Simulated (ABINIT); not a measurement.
# BaS (Fm-3m) in ABINIT: a series of runs

Aim: see how the results for BaS move with the level of theory and the settings. Levels: PW91, PBE. Tasks: band structure, equation of state.

Program: ABINIT 10.8.3 (patched build). These are calculated values, not measurements. Logs are shortened: lines on timing, memory, paths and dates and some standing lists are left out, and cuts for length are marked. The log counts tension as positive stress, the text compression.

### Step 1. Starting point

It takes space group Fm-3m (No. 225, cubic). The conventional cell has a = 6.388 Å, b = 6.388 Å, c = 6.388 Å, α = 90.00°, β = 90.00°, γ = 90.00°. Ba (site symmetry m-3m) has 6 S at 3.19 Å as nearest neighbours. S (site symmetry m-3m) has 6 Ba at 3.19 Å as nearest neighbours.

### Step 2. Band structure, PW91, spin-orbit coupling, no magnetisation

Input file run.abi:

```
# Datasets: ground state, then fixed potential
ndtset 2

# Pseudopotentials
pp_dirpath "./"
pseudos "Ba.GGA_PBE-JTH.xml, S.GGA_PBE-JTH.xml"

# Structure
acell 3*1.0
rprim
     0.0000000000     6.0353128105     6.0353128105
     6.0353128105     0.0000000000     6.0353128105
     6.0353128105     6.0353128105     0.0000000000
ntypat 2
znucl 56 16
natom 2
typat 1 2
xred
     0.0000000000     0.0000000000     0.0000000000
     0.5000000000     0.5000000000     0.5000000000

# Plane-wave basis
ecut 20.0
pawecutdg 40.0

# Exchange and correlation
ixc -109134

# Bands and occupations
occopt 3
tsmear 0.05 eV

# Spin
nspinor 2
nspden 1
pawspnorb 1

# SCF cycle
nstep 100

# Output
iomode 3
prtwf 0
prteig 0
prtebands 0
enunit 1
prtden1 1
prtvha1 1
prtvclmb1 1
prtpot1 1

# Dataset 1
kptopt1 4
ngkpt1 7 7 7
nshiftk1 1
shiftk1 0.0 0.0 0.0
nband1 24
tolvrs1 1.0e-9

# Dataset 2: bands along G-X-W-K-G-L-U-W-L-K
iscf2 -2
getden2 1
nband2 36
nbdbuf2 8
tolwfr2 1.0e-11
kptopt2 -9
ndivsm2 5
prteig2 1
prtvol2 -3
kptbounds2
     0.0000000000     0.0000000000     0.0000000000
     0.5000000000     0.0000000000     0.5000000000
     0.5000000000     0.2500000000     0.7500000000
     0.3750000000     0.3750000000     0.7500000000
     0.0000000000     0.0000000000     0.0000000000
     0.5000000000     0.5000000000     0.5000000000
     0.6250000000     0.2500000000     0.6250000000
     0.5000000000     0.2500000000     0.7500000000
     0.5000000000     0.5000000000     0.5000000000
     0.3750000000     0.3750000000     0.7500000000
```

Potentials or basis: JTH PAW PBE v2.0.

The run is started by

```sh
$ abinit run.abi > log 2>&1
```

run.abo:

```text
.Version 10.8.3 of ABINIT
 DATASET    1 : space group F4 3 2 (#209); Bravais cF (face-center cubic)
================================================================================
 Values of the parameters that define the memory need for DATASET  1.
     intxc =       0    ionmov =       0      iscf =      17    lmnmax =      18
     lnmax =       6     mgfft =      36  mpssoang =       3    mqgrid =    3001
     natom =       2  nloc_mem =       2    nspden =       1   nspinor =       2
    nsppol =       1      nsym =      24    n1xccc =       1    ntypat =       2
    occopt =       3   xclevel =       2
       mpw =        1899          nfft =       46656          nkpt =          21
 PAW method is used; the additional fine FFT grid is defined by:
   mgfftf=        50    nfftf =    125000
================================================================================
================================================================================

 DATASET    2 : space group F4 3 2 (#209); Bravais cF (face-center cubic)
================================================================================
 Values of the parameters that define the memory need for DATASET  2.
     intxc =       0    ionmov =       0      iscf =      -2    lmnmax =      18
     lnmax =       6     mgfft =      36  mpssoang =       3    mqgrid =    3001
     natom =       2  nloc_mem =       2    nspden =       1   nspinor =       2
    nsppol =       1      nsym =      24    n1xccc =       1    ntypat =       2
    occopt =       3   xclevel =       2
       mpw =        1899          nfft =       46656          nkpt =          87
 PAW method is used; the additional fine FFT grid is defined by:
   mgfftf=        50    nfftf =    125000
================================================================================
================================================================================

--------------------------------------------------------------------------------
------------- Echo of variables that govern the present computation ------------
--------------------------------------------------------------------------------
 -outvars: echo values of preprocessed input variables --------
            acell      1.0000000000E+00  1.0000000000E+00  1.0000000000E+00 Bohr
              amu      1.37327000E+02  3.20660000E+01
             ecut      2.00000000E+01 Hartree
           enunit           1
           getden1          0
           getden2          1
             iscf1         17
             iscf2         -2
              ixc     -109134
           jdtset        1    2
           kptopt1          4
[... 1355 lines left out ...]
...

 Integrated electronic density in atomic spheres:
 ------------------------------------------------
 Atom  Sphere_radius  Integrated_density
    1        2.31519          6.50420217
    2        1.90380          3.58686003

================================================================================

 ----iterations are completed or convergence reached----

 Mean square residual over all n,k,spin=   45.076E-13; max=  99.927E-13
 reduced coordinates (array xred) for    2 atoms
       0.000000000000      0.000000000000      0.000000000000
       0.500000000000      0.500000000000      0.500000000000

 cartesian coordinates (angstrom) at end:
    1      0.00000000000000     0.00000000000000     0.00000000000000
    2      3.19374999782086     3.19374999782086     3.19374999782086
 length scales=  1.000000000000  1.000000000000  1.000000000000 bohr
              =  0.529177210544  0.529177210544  0.529177210544 angstroms
 Eigenvalues (   eV  ) for nkpt=  87  k points:
 kpt#   1, nband= 36, wtk=  1.00000, kpt=  0.0000  0.0000  0.0000 (reduced coord)
 -24.20257  -24.20257  -10.59055  -10.59055   -8.61311   -8.61311   -8.61311   -8.61311
  -8.45858   -8.45858    1.79911    1.79911    1.94170    1.94170    1.94170    1.94170
   5.47737    5.47737    5.74411    5.74411    5.74411    5.74411    5.81028    5.81028
   6.70063    6.70063    6.70063    6.70063   10.58813   10.58813   16.56847   16.56850
  16.56883   16.57538   16.67763   16.68070
 kpt#   2, nband= 36, wtk=  1.00000, kpt=  0.0357  0.0000  0.0357 (reduced coord)
 -24.20183  -24.20183  -10.59631  -10.59631   -8.70921   -8.70921   -8.61587   -8.61587
  -8.35394   -8.35394    1.75799    1.75799    1.89015    1.89015    1.93423    1.93423
   5.54123    5.54123    5.72080    5.72080    5.79033    5.79033    5.84317    5.84317
   6.71193    6.71193    6.79389    6.79389   10.65937   10.65937   16.36513   16.36525
  16.44141   16.44147   16.62824   16.62868
 kpt#   3, nband= 36, wtk=  1.00000, kpt=  0.0714  0.0000  0.0714 (reduced coord)
 -24.19966  -24.19966  -10.61292  -10.61292   -8.84176   -8.84176   -8.62402   -8.62402
  -8.19795   -8.19795    1.57900    1.57900    1.82934    1.82934    1.91368    1.91368
   5.62254    5.62254    5.68902    5.68902    5.92638    5.92638    5.97400    5.97400
   6.74530    6.74530    7.08000    7.08000   10.86606   10.86606   15.89712   15.89727
[... 491 lines left out ...]
   9.66263    9.66263   10.18890   10.18890   11.42704   11.42704   12.77697   12.77697
  12.92745   12.92746   14.60553   14.65425
 kpt#  86, nband= 36, wtk=  1.00000, kpt=  0.3889  0.3889  0.7222 (reduced coord)
 -24.14664  -24.14664  -10.86753  -10.86753   -9.35429   -9.35429   -8.87720   -8.87720
  -7.70413   -7.70413    0.81977    0.81977    1.21666    1.21666    1.34982    1.34982
   5.43419    5.43419    7.66165    7.66165    8.43906    8.43906    8.55994    8.55994
   9.41607    9.41607    9.99556    9.99556   11.66211   11.66211   12.88456   12.88457
  13.33887   13.33889   14.30193   14.33724
 kpt#  87, nband= 36, wtk=  1.00000, kpt=  0.3750  0.3750  0.7500 (reduced coord)
 -24.14585  -24.14585  -10.85862  -10.85862   -9.31426   -9.31426   -8.89737   -8.89737
  -7.78489   -7.78489    0.94024    0.94024    1.28738    1.28738    1.37746    1.37746
   5.19007    5.19007    7.85031    7.85031    8.46453    8.46453    8.67027    8.67027
   9.16273    9.16273    9.80118    9.80118   11.66293   11.66293   13.05944   13.05944
  13.75513   13.75518   13.99537   13.99538

== END DATASET(S) ==============================================================
================================================================================

 -outvars: echo values of variables after computation  --------
            acell      1.0000000000E+00  1.0000000000E+00  1.0000000000E+00 Bohr
           etotal1    -3.6375917919E+01
            fcart1    -0.0000000000E+00 -0.0000000000E+00 -0.0000000000E+00
                      -0.0000000000E+00 -0.0000000000E+00 -0.0000000000E+00
            rprim      0.0000000000E+00  6.0353128105E+00  6.0353128105E+00
                       6.0353128105E+00  0.0000000000E+00  6.0353128105E+00
                       6.0353128105E+00  6.0353128105E+00  0.0000000000E+00
           strten1    -3.6999234337E-05 -3.6999234337E-05 -3.6999234337E-05
                       0.0000000000E+00  0.0000000000E+00  0.0000000000E+00
           xangst      0.0000000000E+00  0.0000000000E+00  0.0000000000E+00
                       3.1937499978E+00  3.1937499978E+00  3.1937499978E+00
             xred      0.0000000000E+00  0.0000000000E+00  0.0000000000E+00
                       5.0000000000E-01  5.0000000000E-01  5.0000000000E-01
 Calculation completed.
```

Run time: 4.4 min. Hardware: 1 thread of Arm Neoverse V1, shared host; peak memory 0.28 GiB.

What came out:

| Quantity | Value |
| --- | --- |
| Free energy | -989.8392 eV |
| Pressure | 1.1 GPa |
| Band gap on the k mesh | 2.13 eV, indirect (least direct gap 2.24 eV) |
| Band gap along the path | 2.07 eV, indirect (least direct gap 2.17 eV) |
| Valence electrons inside the program's atomic spheres | Ba 6.50; S 3.59 |

Levels at the corners of the path, in eV from the valence-band top:
```csv
point,band 14,band 15,band 16,band 17,band 18,band 19
Γ,0.00,0.00,0.00,3.54,3.54,3.80
X,-0.24,-0.10,-0.10,2.07,2.07,5.89
W,-0.60,-0.46,-0.46,4.22,4.22,4.26
K,-0.65,-0.56,-0.56,3.25,3.25,5.91
Γ,0.00,0.00,0.00,3.54,3.54,3.80
L,-1.14,-1.11,-1.11,5.49,5.49,5.62
U,-0.65,-0.56,-0.56,3.25,3.25,5.91
W,-0.60,-0.46,-0.46,4.22,4.22,4.26
L,-1.14,-1.11,-1.11,5.49,5.49,5.62
K,-0.65,-0.56,-0.56,3.25,3.25,5.91
```

Caveat: this set's barium file shifts pressures by 1.5 GPa and gaps by 0.1 eV against other sets; the PAW data sets were made with another functional, which shifts forces and pressure a little.

### Step 3. Equation of state, PBE

Input file run.abi:

```
# Datasets: one volume each
ndtset 7
getwfk -1
scalecart1 3*0.9795861087
scalecart2 3*0.9864848297
scalecart3 3*0.9932883884
scalecart4 3*1.0000000000
scalecart5 3*1.0066227096
scalecart6 3*1.0131594038
scalecart7 3*1.0196128224

# Pseudopotentials
pp_dirpath "./"
pseudos "Ba_ONCV_PBE-1.2.upf, S_ONCV_PBE-1.2.upf"

# Structure
acell 3*1.0
rprim
     0.0000000000     6.0353128105     6.0353128105
     6.0353128105     0.0000000000     6.0353128105
     6.0353128105     6.0353128105     0.0000000000
ntypat 2
znucl 56 16
natom 2
typat 1 2
xred
     0.0000000000     0.0000000000     0.0000000000
     0.5000000000     0.5000000000     0.5000000000

# Plane-wave basis
ecut 816.341587 eV

# k points
kptopt 1
ngkpt 7 7 7
nshiftk 1
shiftk 0.0 0.0 0.0

# Exchange and correlation
ixc 11

# Bands and occupations
nband 12
occopt 3
tsmear 0.00183747

# SCF cycle
nstep 100
tolvrs 1.0e-10

# Output
iomode 3
prtwf 1
prtden 0
prteig 0
prtebands 0
enunit 1
```

Potentials or basis: SG15 NC PBE v1.2.

The run is started by

```sh
$ abinit run.abi > log 2>&1
```

run.abo:

```text
.Version 10.8.3 of ABINIT
 DATASET    1 : space group Fm -3 m (#225); Bravais cF (face-center cubic)
================================================================================
 Values of the parameters that define the memory need for DATASET  1.
     intxc =       0    ionmov =       0      iscf =       7    lmnmax =       8
     lnmax =       8     mgfft =      45  mpssoang =       4    mqgrid =    3001
     natom =       2  nloc_mem =       1    nspden =       1   nspinor =       1
    nsppol =       1      nsym =      48    n1xccc =       0    ntypat =       2
    occopt =       3   xclevel =       2
       mpw =        3267          nfft =       91125          nkpt =          20
================================================================================
================================================================================
[... 61 lines left out ...]
 DATASET    7 : space group Fm -3 m (#225); Bravais cF (face-center cubic)
================================================================================
 Values of the parameters that define the memory need for DATASET  7.
     intxc =       0    ionmov =       0      iscf =       7    lmnmax =       8
     lnmax =       8     mgfft =      45  mpssoang =       4    mqgrid =    3001
     natom =       2  nloc_mem =       1    nspden =       1   nspinor =       1
    nsppol =       1      nsym =      48    n1xccc =       0    ntypat =       2
    occopt =       3   xclevel =       2
       mpw =        3673          nfft =       91125          nkpt =          20
================================================================================
================================================================================

--------------------------------------------------------------------------------
------------- Echo of variables that govern the present computation ------------
--------------------------------------------------------------------------------
 -outvars: echo values of preprocessed input variables --------
            acell      1.0000000000E+00  1.0000000000E+00  1.0000000000E+00 Bohr
              amu      1.37327000E+02  3.20660000E+01
             ecut      3.00000000E+01 Hartree
           enunit           1
           getwfk          -1
              ixc          11
           jdtset        1    2    3    4    5    6    7
         kptrlatt        7    0    0      0    7    0      0    0    7
          kptrlen1     5.85268891E+01
          kptrlen2     5.89390638E+01
[... 125 lines left out ...]
--------------------------------------------------------------------------------

================================================================================

--- !BeginCycle
iteration_state: {dtset: 1, }
solver: {iscf: 7, nstep: 100, nline: 4, wfoptalg: 0, }
tolerances: {tolvrs: 1.00E-10, }
...
[... 1024 lines left out ...]
-Cartesian components of stress tensor (GPa)         [Pressure= -1.5347E+00 GPa]
- sigma(1 1)=  1.53474478E+00  sigma(3 2)=  0.00000000E+00
- sigma(2 2)=  1.53474478E+00  sigma(3 1)=  0.00000000E+00
- sigma(3 3)=  1.53474478E+00  sigma(2 1)=  0.00000000E+00

== END DATASET(S) ==============================================================
================================================================================

 -outvars: echo values of variables after computation  --------
            acell      1.0000000000E+00  1.0000000000E+00  1.0000000000E+00 Bohr
           etotal1    -3.6112454830E+01
           etotal2    -3.6113475958E+01
           etotal3    -3.6114160574E+01
           etotal4    -3.6114542876E+01
           etotal5    -3.6114654312E+01
           etotal6    -3.6114522302E+01
           etotal7    -3.6114171503E+01
            fcart1    -0.0000000000E+00 -0.0000000000E+00 -0.0000000000E+00
                      -0.0000000000E+00 -0.0000000000E+00 -0.0000000000E+00
            fcart2    -0.0000000000E+00 -0.0000000000E+00 -0.0000000000E+00
                      -0.0000000000E+00 -0.0000000000E+00 -0.0000000000E+00
            fcart3    -0.0000000000E+00 -0.0000000000E+00 -0.0000000000E+00
                      -0.0000000000E+00 -0.0000000000E+00 -0.0000000000E+00
            fcart4    -0.0000000000E+00 -0.0000000000E+00 -0.0000000000E+00
                      -0.0000000000E+00 -0.0000000000E+00 -0.0000000000E+00
            fcart5    -0.0000000000E+00 -0.0000000000E+00 -0.0000000000E+00
                      -0.0000000000E+00 -0.0000000000E+00 -0.0000000000E+00
[... 38 lines left out ...]
                       0.0000000000E+00  0.0000000000E+00  0.0000000000E+00
           xangst1     0.0000000000E+00  0.0000000000E+00  0.0000000000E+00
                       3.1285531325E+00  3.1285531325E+00  3.1285531325E+00
           xangst2     0.0000000000E+00  0.0000000000E+00  0.0000000000E+00
                       3.1505859227E+00  3.1505859227E+00  3.1505859227E+00
           xangst3     0.0000000000E+00  0.0000000000E+00  0.0000000000E+00
                       3.1723147883E+00  3.1723147883E+00  3.1723147883E+00
           xangst4     0.0000000000E+00  0.0000000000E+00  0.0000000000E+00
                       3.1937499978E+00  3.1937499978E+00  3.1937499978E+00
           xangst5     0.0000000000E+00  0.0000000000E+00  0.0000000000E+00
                       3.2149012766E+00  3.2149012766E+00  3.2149012766E+00
           xangst6     0.0000000000E+00  0.0000000000E+00  0.0000000000E+00
                       3.2357778437E+00  3.2357778437E+00  3.2357778437E+00
           xangst7     0.0000000000E+00  0.0000000000E+00  0.0000000000E+00
                       3.2563884493E+00  3.2563884493E+00  3.2563884493E+00
             xred      0.0000000000E+00  0.0000000000E+00  0.0000000000E+00
                       5.0000000000E-01  5.0000000000E-01  5.0000000000E-01
 Calculation completed.
```

Wall time 4.1 min (1 thread of Arm Neoverse V1, shared host); peak memory 0.12 GiB.

Results:

```
Equilibrium volume                      : 33.19 Å³/atom
Bulk modulus                            : 42 GPa
Pressure derivative of the bulk modulus : 4.5
```

Energy against volume, from the lowest point:
| volume (Å³/atom) | energy (meV/atom) |
| --- | --- |
| 30.622 | 29.93 |
| 31.273 | 16.03 |
| 31.925 | 6.72 |
| 32.576 | 1.52 |
| 33.228 | 0.00 |
| 33.879 | 1.80 |
| 34.531 | 6.57 |

Caveat: pressures at fixed basis lie under the slope of the energies. PBE usually gives volumes a little too large and moduli too small.

### Step 4. The reference run

An earlier run on the cell as given: functional PBE; potentials or basis JTH PAW PBE v2.0; cutoff 544 eV; k mesh 7 × 7 × 7; occupations fermi-dirac, width 0.05 eV; no spin polarisation.

* Pressure: 1.3 GPa
* Band gap on the k mesh: 2.18 eV, indirect (least direct gap 2.33 eV)
* Valence electrons inside the program's atomic spheres: Ba 6.50; S 3.58

### Step 5. Overview

```csv
task,level,potentials or basis,spin,cutoff (eV),fine-grid cutoff,gap on the mesh (eV),pressure (GPa)
band structure,PW91,JTH PAW PBE v2.0,"SOC, no magnetisation",544,1088.46 eV,2.13,1.1
equation of state,PBE,SG15 NC PBE v1.2,off,816,-,-,-
single point,PBE,JTH PAW PBE v2.0,off,544,1088.46 eV,2.18,1.3
```

Alike in all rows: cell as given; k mesh 7 × 7 × 7; smearing fermi-dirac 0.05 eV.

Caveats: this set's barium file shifts pressures by 1.5 GPa and gaps by 0.1 eV against other sets (some runs); the PAW data sets were made with another functional, which shifts forces and pressure a little (some runs); pressures at fixed basis lie under the slope of the energies (some runs); spin-orbit coupling is left out, which moves the levels of the heavy elements (some runs); an odd mesh through Γ misses points on the zone boundary, where band edges often lie (some runs).

Absolute energies hang on the potentials; compare differences alone.
